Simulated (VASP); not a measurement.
# Tm (Im-3m) in VASP: notebook

The runs below take Tm through single point, with PBE.

Program: VASP 6.6.1. These are calculated values, not measurements. Logs are shortened: lines on timing, memory, paths and dates and some standing lists are left out, and cuts for length are marked.

**1. The crystal as given**

The structure is cubic, space group Im-3m (No. 229). The conventional cell has a = 3.941 Å, b = 3.941 Å, c = 3.941 Å, α = 90.00°, β = 90.00°, γ = 90.00°. Tm (site symmetry m-3m) is surrounded by 8 Tm at 3.41 Å.

This isn't the form of Tm at room conditions, which is hcp.

**2. Single point, PBE, collinear spin, ferromagnetic start**

Input file INCAR:

```
ADDGRID  = F            
ALGO     = Normal         # electronic algorithm
EDIFF    = 1E-6           # SCF threshold, eV
ENCUT    = 400            # plane-wave cutoff, eV
GGA      = PE             # functional
ISIF     = 2              # what is computed and relaxed
ISMEAR   = -1             # smearing method
ISPIN    = 2              # spin polarisation
LASPH    = T              # aspherical terms in the spheres
LCHARG   = F              # write CHGCAR
LMAXMIX  = 6              # l up to which the mixer works
LORBIT   = 11             # projections on sites
LREAL    = F              # projectors in reciprocal space
LWAVE    = F              # write WAVECAR
MAGMOM   = 2              # initial moments
NELM     = 100            # most SCF steps
PREC     = Accurate       # precision mode
SIGMA    = 0.1            # smearing width, eV
```

Input file KPOINTS:

```
k-points
0
Gamma
  3 3 3
```

Input file POSCAR:

```
Tm
1.0
   -1.9705499473      1.9705499473      1.9705499473
    1.9705499473     -1.9705499473      1.9705499473
    1.9705499473      1.9705499473     -1.9705499473
Tm
1
Direct
    0.0000000000      0.0000000000      0.0000000000
```

Potentials or basis: VASP PAW PBE potentials, release 64 (Tm).

The run is started by

```
cat potpaw_PBE.64/Tm/POTCAR > POTCAR
mpirun -np 1 vasp_std > vasp.out
```

OUTCAR:

```text
EDIFF = 1E-6
   ENCUT = 400
   GGA = PE
   ISIF = 2
   ISMEAR = -1
   ISPIN = 2
   LASPH = T
   LORBIT = 11
   LREAL = F
   NELM = 100
   PREC = Accurate

 Found      4 irreducible k-points:

 Following reciprocal coordinates:
            Coordinates               Weight
  0.000000  0.000000  0.000000      1.000000
  0.333333  0.000000  0.000000     12.000000
  0.333333  0.333333  0.000000      8.000000
 -0.333333  0.333333  0.333333      6.000000
   k-points           NKPTS =      4   k-points in BZ     NKDIM =      4   number of bands    NBANDS=     16
   number of dos      NEDOS =    301   number of ions     NIONS =      1
   total plane-waves  NPLWV =  13824
   dimension x,y,z NGX =    24 NGY =   24 NGZ =   24
   dimension x,y,z NGXF=    48 NGYF=   48 NGZF=   48
   ions per type =               1
   NGX,Y,Z   is equivalent  to a cutoff of  11.69, 11.69, 11.69 a.u.
   NGXF,Y,Z  is equivalent  to a cutoff of  23.38, 23.38, 23.38 a.u.
 SYSTEM =  unknown system
   PREC   = accura    normal or accurate (medium, high low for compatibility)
   ISTART =      0    job   : 0-new  1-cont  2-samecut
   ICHARG =      2    charge: 1-file 2-atom 10-const
   ISPIN  =      2    spin polarized calculation?
   LNONCOLLINEAR =      F non collinear calculations
   LSORBIT =      F    spin-orbit coupling
   LASPH  =      T    aspherical Exc in radial PAW
   ENCUT  =  400.0 eV  29.40 Ry    5.42 a.u.   5.57  5.57  5.57*2*pi/ulx,y,z
   NELM   =    100;   NELMIN=  2; NELMDL= -5     # of ELM steps
   EDIFF  = 0.1E-05   stopping-criterion for ELM
   LREAL  =      F    real-space projection
   EDIFFG = 0.1E-04   stopping-criterion for IOM
   NSW    =      0    number of steps for IOM
   IBRION =     -1    ionic relax: 0-MD 1-quasi-New 2-CG
   NFREE  =      0    steps in history (QN), initial steepest desc. (CG)
   ISIF   =      2    stress and relaxation
   ISYM   =      2    0-nonsym 1-usesym 2-fastsym
   POTIM  = 0.5000    time-step for ionic-motion
   TEBEG  =    0.0;   TEEND  =   0.0 temperature during run
   PSTRESS=    0.0 pullay stress
   NELECT =      23.0000    total number of electrons
   NUPDOWN=      -1.0000    fix difference up-down
   EMIN   =  10.00;   EMAX   =-10.00  energy-range for DOS
   EFERMI =   0.00;   METHOD = LEGACY
   ISMEAR =    -1;   SIGMA  =   0.10  broadening in eV -4-tet -1-fermi 0-gaus
   EFERMI_NEDOS =   21; number of points for ismear=-14 and -15
   IALGO  =     38    algorithm
   IMIX   =      4    mixing-type and parameters
     AMIX     =   0.40;   BMIX     =  1.00
     AMIX_MAG =   1.60;   BMIX_MAG =  1.00
  volume/ion in A,a.u.               =      30.61       206.55
  Fermi-wavevector in a.u.,A,eV,Ry     =   1.488367  2.812606 30.140115  2.215236
  Thomas-Fermi vector in A             =   2.601411
   LORBIT       =     11    0 simple, 1 ext, 2 COOP (PROOUT), +10 PAW based schemes
   GGA     = PE    functional components
   LHFCALC =     F    Hartree Fock is set to
   AEXX    =    0.0000 exact exchange contribution
   IVDW    =     0    specifies the selected vdW correction
   LEPSILON=     F    determine dielectric tensor
   LRPA    =     F    only Hartree local field effects (RPA)
 spin polarized calculation
  energy-cutoff  :      400.00
  volume of cell :       30.61
 maximum number of plane-waves:       558
 NGX is ok and might be reduce to    24

 number of electron      22.9999995 magnetization       1.1985408

 Free energy of the ion-electron system (eV)
  ---------------------------------------------------
  ext. energy  EPLUGINS =         0.00000000
  ---------------------------------------------------
  free energy    TOTEN  =        -3.88108244 eV

  energy without entropy =       -3.59067056  energy(sigma->0) =       -3.73587650

 E-fermi :   2.4232     XC(G=0): -10.1780

 val. band max:        2.3854456590   @ k =   0.3333   0.0000   0.0000
 cond. band min:       2.4452413384   @ k =  -0.3333   0.3333   0.3333
 fundamental gap:      0.0597956794
 Fermi energy:         2.4231753005

 spin component 1

 k-point     1 :       0.0000    0.0000    0.0000
  band No.  band energies     occupation
      1     -48.0093      1.00000
      2     -20.9814      1.00000
      3     -20.9814      1.00000
      4     -20.9814      1.00000
      5      -3.0870      1.00000
      6       1.2529      0.99999
[... 8 lines left out ...]
     15       5.1554      0.00000
     16       7.4038      0.00000

 k-point     2 :       0.3333    0.0000    0.0000
  band No.  band energies     occupation
      1     -47.9756      1.00000
      2     -21.4579      1.00000
      3     -21.1331      1.00000
      4     -20.9839      1.00000
      5      -0.5208      1.00000
      6       1.1925      1.00000
[... 8 lines left out ...]
     15       7.2626      0.00000
     16       7.7942      0.00000

 k-point     3 :       0.3333    0.3333    0.0000
  band No.  band energies     occupation
      1     -47.9588      1.00000
      2     -21.4132      1.00000
      3     -21.4132      1.00000
      4     -21.0604      1.00000
      5       1.1062      1.00000
      6       1.2040      0.99999
[... 8 lines left out ...]
     15       7.8448      0.00000
     16       7.8448      0.00000

 k-point     4 :      -0.3333    0.3333    0.3333
  band No.  band energies     occupation
      1     -47.9482      1.00000
      2     -21.3945      1.00000
      3     -21.3036      1.00000
      4     -21.3036      1.00000
      5       1.1407      1.00000
      6       1.1590      1.00000
[... 8 lines left out ...]
     15       5.9111      0.00000
     16       6.9273      0.00000
 Fermi energy:         2.4231753005

 spin component 2

 k-point     1 :       0.0000    0.0000    0.0000
  band No.  band energies     occupation
      1     -47.4966      1.00000
      2     -20.6133      1.00000
      3     -20.6133      1.00000
      4     -20.6133      1.00000
      5      -3.0660      1.00000
      6       2.0082      0.98447
[... 8 lines left out ...]
     15       5.3076      0.00000
     16       7.4817      0.00000

 k-point     2 :       0.3333    0.0000    0.0000
  band No.  band energies     occupation
      1     -47.4616      1.00000
      2     -21.1070      1.00000
      3     -20.7691      1.00000
      4     -20.6164      1.00000
      5      -0.4841      1.00000
      6       2.0177      0.98296
[... 8 lines left out ...]
     15       7.3888      0.00000
     16       7.8999      0.00000

 k-point     3 :       0.3333    0.3333    0.0000
  band No.  band energies     occupation
      1     -47.4440      1.00000
      2     -21.0601      1.00000
      3     -21.0601      1.00000
      4     -20.6950      1.00000
      5       1.8764      0.99580
      6       2.0480      0.97706
[... 8 lines left out ...]
     15       7.9829      0.00000
     16       7.9829      0.00000

 k-point     4 :      -0.3333    0.3333    0.3333
  band No.  band energies     occupation
      1     -47.4331      1.00000
      2     -21.0407      1.00000
      3     -20.9447      1.00000
      4     -20.9447      1.00000
      5       1.2549      0.99999
      6       1.7481      0.99883
[... 8 lines left out ...]
     15       6.0527      0.00000
     16       7.0540      0.00000

------------------------ aborting loop because EDIFF is reached ----------------------------------------

  FORCE on cell =-STRESS in cart. coord.  units (eV):
  Direction    XX          YY          ZZ          XY          YZ          ZX
  --------------------------------------------------------------------------------------
  -------------------------------------------------------------------------------------
  Total        0.7827079      0.7827079      0.7827079     -0.0000000     -0.0000000      0.0000000
  in kB       40.9720774     40.9720774     40.9720774     -0.0000000     -0.0000000      0.0000000
  external PRESSURE =      40.9720774 kB  Pullay stress =       0.0000000 kB

 VOLUME and BASIS-vectors are now :
 -----------------------------------------------------------------------------
  energy-cutoff  :      400.00
  volume of cell :       30.61
      direct lattice vectors                 reciprocal lattice vectors
    -1.970549947  1.970549947  1.970549947     0.000000000  0.253736273  0.253736273
     1.970549947 -1.970549947  1.970549947     0.253736273  0.000000000  0.253736273
     1.970549947  1.970549947 -1.970549947     0.253736273  0.253736273  0.000000000

 POSITION                                       TOTAL-FORCE (eV/Angst)
 -----------------------------------------------------------------------------------
      0.00000      0.00000      0.00000         0.000000      0.000000      0.000000
 -----------------------------------------------------------------------------------
    total drift:                                0.000000      0.000000     -0.000000

  FREE ENERGIE OF THE ION-ELECTRON SYSTEM (eV)
  ---------------------------------------------------
  free  energy   TOTEN  =        -3.8810824357 eV

  energy  without entropy=       -3.5906705601  energy(sigma->0) =       -3.73587650

 total charge

# of ion       s       p       d       f       tot
--------------------------------------------------
    1        2.212   5.924   0.422  12.539  21.096

 magnetization (x)

# of ion       s       p       d       f       tot
--------------------------------------------------
    1        0.009  -0.023   0.022   1.191   1.198
```

Run time: 79 s. Hardware: 1 thread of Intel Xeon Platinum 8259CL at 2.50GHz (Skylake/Cascade Lake), shared host; peak memory 0.15 GiB.

These settings aren't checked as converged: the numbers below hold their error.

Results:

| Property | Result |
| --- | --- |
| Free energy | -3.8811 eV |
| Pressure | 4.1 GPa |
| Band gap on the k mesh | none (metal or under the smearing width) |
| Net moment | 1.20 μB per cell |
| Site moments | Tm +1.20 μB |
| Valence electrons inside the program's atomic spheres | Tm 21.10 |

Caveat: the k mesh is coarse (spacing up to 0.75 Å⁻¹), so the values aren't converged; the cutoff is under 1.25 times the usual one of these potentials, so pressure, stress and relaxed cells hold a basis-set (Pulay) error; the magnetic or orbital state may not be the lowest; spin-orbit coupling is left out, which moves the levels of the heavy elements.

**3. Single point, PBE, collinear spin, ferromagnetic start**

This run uses another cell than the first one, of the same volume but with other edges.

INCAR is that of step 2.

KPOINTS is that of step 2.

Input file POSCAR:

```
Tm
1.0
   -1.8621100000      1.9916120000      1.9516370000
    1.9655340000     -2.0016460000      2.0650950000
    1.8577320000      1.9972680000     -1.9616710000
Tm
1
Direct
   -0.0415270000     -0.0161680000     -0.0347540000
```

Potentials or basis: VASP PAW PBE potentials, release 64 (Tm).

The run is started by

```
cat potpaw_PBE.64/Tm/POTCAR > POTCAR
mpirun -np 1 vasp_std > vasp.out
```

OUTCAR:

```text
EDIFF = 1E-6
   ENCUT = 400
   GGA = PE
   ISIF = 2
   ISMEAR = -1
   ISPIN = 2
   LASPH = T
   LORBIT = 11
   LREAL = F
   NELM = 100
   PREC = Accurate

 Found     14 irreducible k-points:

 Following reciprocal coordinates:
            Coordinates               Weight
  0.000000  0.000000  0.000000      1.000000
  0.333333  0.000000 -0.000000      2.000000
  0.000000  0.333333  0.000000      2.000000
  0.333333  0.333333  0.000000      2.000000
 -0.333333  0.333333  0.000000      2.000000
 -0.000000  0.000000  0.333333      2.000000
   k-points           NKPTS =     14   k-points in BZ     NKDIM =     14   number of bands    NBANDS=     16
   number of dos      NEDOS =    301   number of ions     NIONS =      1
[... 314 lines left out ...]
  Total        0.6025810      0.4667901      0.5242493      0.0087228     -0.0081034     -0.0309048
  in kB       31.5430330     24.4348486     27.4426420      0.4566110     -0.4241827     -1.6177577
  external PRESSURE =      27.8068412 kB  Pullay stress =       0.0000000 kB

 VOLUME and BASIS-vectors are now :
 -----------------------------------------------------------------------------
  energy-cutoff  :      400.00
  volume of cell :       30.61
      direct lattice vectors                 reciprocal lattice vectors
    -1.862110000  1.991612000  1.951637000    -0.006468339  0.251318090  0.249752960
     1.965534000 -2.001646000  2.065095000     0.255000420  0.000889619  0.242395002
     1.857732000  1.997268000 -1.961671000     0.262009400  0.250969113 -0.006119362

 POSITION                                       TOTAL-FORCE (eV/Angst)
 -----------------------------------------------------------------------------------
      1.94214      1.86748      2.00880         0.000000      0.000000      0.000000
 -----------------------------------------------------------------------------------
    total drift:                                0.000030      0.000033     -0.000002

  FREE ENERGIE OF THE ION-ELECTRON SYSTEM (eV)
  ---------------------------------------------------
  free  energy   TOTEN  =        -3.9001725269 eV

  energy  without entropy=       -3.6560698248  energy(sigma->0) =       -3.77812118

 total charge

# of ion       s       p       d       f       tot
--------------------------------------------------
    1        2.208   5.940   0.412  12.525  21.086

 magnetization (x)

# of ion       s       p       d       f       tot
--------------------------------------------------
    1       -0.001  -0.060  -0.128   1.235   1.046
```

Wall time 46 s (1 thread of Intel Xeon Platinum 8259CL at 2.50GHz (Skylake/Cascade Lake), shared host); peak memory 0.16 GiB.

The run converged, but some of its settings lie outside the range that counts as converged, so its numbers aren't taken as properties of the crystal.

What came out:

| Item | Value |
| --- | --- |
| Free energy | -3.9002 eV |
| Pressure | 2.8 GPa |
| Band gap on the k mesh | none (metal or under the smearing width) |
| Net moment | 0.74 μB per cell |
| Site moments | Tm +1.05 μB |
| Valence electrons inside the program's atomic spheres | Tm 21.09 |

Caveat: the k mesh is coarse (spacing up to 0.76 Å⁻¹), so the values aren't converged; the cutoff is under 1.25 times the usual one of these potentials, so pressure, stress and relaxed cells hold a basis-set (Pulay) error; the magnetic or orbital state may not be the lowest; spin-orbit coupling is left out, which moves the levels of the heavy elements.

**4. Single point, PBE, collinear spin, ferromagnetic start**

Changes to INCAR since step 3:

```diff
@@ -3,3 +3,3 @@
 EDIFF    = 1E-6           # SCF threshold, eV
-ENCUT    = 400            # plane-wave cutoff, eV
+ENCUT    = 500            # plane-wave cutoff, eV
 GGA      = PE             # functional
```

KPOINTS is that of step 3.

Input file POSCAR:

```
Tm
1.0
   -1.9705499473      1.9705499473      1.9705499473
    1.9705499473     -1.9705499473      1.9705499473
    1.9705499473      1.9705499473     -1.9705499473
Tm
1
Direct
    0.0000000000      0.0000000000      0.0000000000
```

Potentials or basis: VASP PAW PBE potentials, release 64 (Tm).

The run is started by

```
cat potpaw_PBE.64/Tm/POTCAR > POTCAR
mpirun -np 1 vasp_std > vasp.out
```

OUTCAR:

```text
EDIFF = 1E-6
   ENCUT = 500
   GGA = PE
   ISIF = 2
   ISMEAR = -1
   ISPIN = 2
   LASPH = T
   LORBIT = 11
   LREAL = F
   NELM = 100
   PREC = Accurate

 Found      4 irreducible k-points:

 Following reciprocal coordinates:
            Coordinates               Weight
  0.000000  0.000000  0.000000      1.000000
  0.333333  0.000000  0.000000     12.000000
  0.333333  0.333333  0.000000      8.000000
 -0.333333  0.333333  0.333333      6.000000
   k-points           NKPTS =      4   k-points in BZ     NKDIM =      4   number of bands    NBANDS=     16
   number of dos      NEDOS =    301   number of ions     NIONS =      1
   total plane-waves  NPLWV =  21952
   dimension x,y,z NGX =    28 NGY =   28 NGZ =   28
   dimension x,y,z NGXF=    56 NGYF=   56 NGZF=   56
   ions per type =               1
   NGX,Y,Z   is equivalent  to a cutoff of  13.64, 13.64, 13.64 a.u.
   NGXF,Y,Z  is equivalent  to a cutoff of  27.28, 27.28, 27.28 a.u.
 SYSTEM =  unknown system
   PREC   = accura    normal or accurate (medium, high low for compatibility)
   ISTART =      0    job   : 0-new  1-cont  2-samecut
   ICHARG =      2    charge: 1-file 2-atom 10-const
   ISPIN  =      2    spin polarized calculation?
   LNONCOLLINEAR =      F non collinear calculations
   LSORBIT =      F    spin-orbit coupling
   LASPH  =      T    aspherical Exc in radial PAW
[... 144 lines left out ...]
      4     -20.6037      1.00000
      5      -3.0732      1.00000
      6       2.0152      0.98365
[... 53 lines left out ...]
      3     -20.9355      1.00000
      4     -20.9355      1.00000
      5       1.2519      0.99999
      6       1.7510      0.99882
[... 8 lines left out ...]
     15       6.0538      0.00000
     16       7.0507      0.00000

------------------------ aborting loop because EDIFF is reached ----------------------------------------

  FORCE on cell =-STRESS in cart. coord.  units (eV):
  Direction    XX          YY          ZZ          XY          YZ          ZX
  --------------------------------------------------------------------------------------
  -------------------------------------------------------------------------------------
  Total        1.0153888      1.0153888      1.0153888     -0.0000000     -0.0000000      0.0000000
  in kB       53.1521235     53.1521235     53.1521235     -0.0000000     -0.0000000      0.0000000
  external PRESSURE =      53.1521235 kB  Pullay stress =       0.0000000 kB

 VOLUME and BASIS-vectors are now :
 -----------------------------------------------------------------------------
  energy-cutoff  :      500.00
  volume of cell :       30.61
      direct lattice vectors                 reciprocal lattice vectors
    -1.970549947  1.970549947  1.970549947     0.000000000  0.253736273  0.253736273
     1.970549947 -1.970549947  1.970549947     0.253736273  0.000000000  0.253736273
     1.970549947  1.970549947 -1.970549947     0.253736273  0.253736273  0.000000000

 POSITION                                       TOTAL-FORCE (eV/Angst)
 -----------------------------------------------------------------------------------
      0.00000      0.00000      0.00000         0.000000     -0.000000     -0.000000
 -----------------------------------------------------------------------------------
    total drift:                               -0.000000     -0.000000     -0.000000

  FREE ENERGIE OF THE ION-ELECTRON SYSTEM (eV)
  ---------------------------------------------------
  free  energy   TOTEN  =        -3.9000710891 eV

  energy  without entropy=       -3.6094128094  energy(sigma->0) =       -3.75474195

 total charge

# of ion       s       p       d       f       tot
--------------------------------------------------
    1        2.213   5.930   0.422  12.533  21.099

 magnetization (x)

# of ion       s       p       d       f       tot
--------------------------------------------------
    1        0.009  -0.024   0.020   1.189   1.193
```

It took 92 s on 1 thread of Intel Xeon Platinum 8259CL at 2.50GHz (Skylake/Cascade Lake), shared host; peak memory 0.18 GiB.

These settings aren't checked as converged: the numbers below hold their error.

Results:

| Item | Value |
| --- | --- |
| Free energy | -3.9001 eV |
| Pressure | 5.3 GPa |
| Band gap on the k mesh | none (metal or under the smearing width) |
| Net moment | 1.19 μB per cell |
| Site moments | Tm +1.19 μB |
| Valence electrons inside the program's atomic spheres | Tm 21.10 |

Caveat: the k mesh is coarse (spacing up to 0.75 Å⁻¹), so the values aren't converged; the magnetic or orbital state may not be the lowest; spin-orbit coupling is left out, which moves the levels of the heavy elements.

(Part 1 of 2 ends here.)
